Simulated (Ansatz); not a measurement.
The cell is MgI2 in the CdCl2 structure; cell and atoms were relaxed with r2SCAN+rVV10. Space group R-3m (No. 166), trigonal; conventional cell a = 4.157 Å, c = 20.677 Å, 34.39 Å³ an atom. Mg is surrounded by 6 I at 2.92 Å; I is surrounded by 3 Mg at 2.92 Å.

```cif
data_structure
_symmetry_space_group_name_H-M 'P 1'
_symmetry_Int_Tables_number 1
_cell_length_a 7.2983
_cell_length_b 7.2983
_cell_length_c 7.2983
_cell_angle_alpha 33.096
_cell_angle_beta 33.096
_cell_angle_gamma 33.096
_cell_volume 103.16
loop_
_atom_site_label
_atom_site_type_symbol
_atom_site_fract_x
_atom_site_fract_y
_atom_site_fract_z
_atom_site_occupancy
Mg1 Mg 0.00000 0.00000 0.00000 1
I1 I 0.25269 0.25269 0.25269 1
I2 I 0.74731 0.74731 0.74731 1
```

3 runs of Ansatz 0.2.0 on this cell differ in the functional (and in the settings that go with it). Levels are in eV from each run's valence top; v1 is the last filled band, c1 the first empty one.

Run A, mean stress +1.1 GPa (compression positive):

| point | v5 | v3 | v1 | c1 | c2 | c3 |
| --- | --- | --- | --- | --- | --- | --- |
| Γ | -0.44 | -0.05 | 0.00 | 3.71 | 4.76 | 6.56 |
| T | -1.41 | -0.34 | -0.17 | 4.65 | 4.92 | 6.72 |
| H₂ | -2.73 | -1.95 | -0.81 | 4.31 | 5.68 | 6.88 |

Run B, mean stress -1.5 GPa (compression positive):

| point | v5 | v3 | v1 | c1 | c2 | c3 |
| --- | --- | --- | --- | --- | --- | --- |
| Γ | -0.44 | -0.06 | 0.00 | 3.43 | 4.58 | 6.46 |
| T | -1.47 | -0.34 | -0.18 | 4.44 | 4.73 | 6.62 |
| H₂ | -2.77 | -1.98 | -0.82 | 4.16 | 5.50 | 6.76 |

Run C, mean stress +0.6 GPa (compression positive):

| point | v5 | v3 | v1 | c1 | c2 | c3 |
| --- | --- | --- | --- | --- | --- | --- |
| Γ | -0.47 | -0.06 | 0.00 | 4.53 | 5.42 | 7.16 |
| T | -1.43 | -0.37 | -0.18 | 5.43 | 5.61 | 7.34 |
| H₂ | -2.78 | -1.99 | -0.83 | 4.93 | 6.21 | 7.54 |

Question: Match the runs to LDA, PBE, r2SCAN.

Answer: A is PBE, B is LDA, C is r2SCAN. In order of the gap: LDA 3.09, PBE 3.27, r2SCAN 3.85 eV.

Values at 0 K without nuclear motion; spin polarisation is off, and the phase may be a hypothetical one.

No spin-orbit coupling is included; it can move band edges with weight on the heavy atoms by tenths of an eV.
